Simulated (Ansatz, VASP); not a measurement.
**One calculation of Ru2S, two programs**

```
CELL_PARAMETERS angstrom
0.00000 2.76298 2.76298
2.76298 0.00000 2.76298
2.76298 2.76298 0.00000
ATOMIC_POSITIONS crystal
Ru 0.25000 0.25000 0.25000
Ru 0.75000 0.75000 0.75000
S 0.00000 0.00000 0.00000
```

Alike in both runs: functional PBE; k mesh 14 × 14 × 14; occupations gaussian, width 0.1 eV; no spin polarisation.

Ansatz relaxed the structure, and its values are those at the end. VASP's run is a single point on that final structure, the one shown.

|  | VASP | Ansatz |
| --- | --- | --- |
| version | VASP 6.6.1 | Ansatz 0.2.0 |
| potentials or method | VASP PAW PBE potentials, release 64 (Ru_pv, S) | scalar-relativistic, plane waves, PAW |
| plane-wave cutoff (eV) | 520 | 420 |
| valence electrons in the cell | 34 | 38 |

|  | VASP | Ansatz | Ansatz less VASP |
| --- | --- | --- | --- |
| gap on the k mesh at the Fermi level (eV) | none | none | - |
| pressure (GPa) | 0.0 | 0.0 | +0.02 |

A gap of «none» marks a metal or a gap that the smearing closes. The two sets of potentials don't hold the same shells in valence.
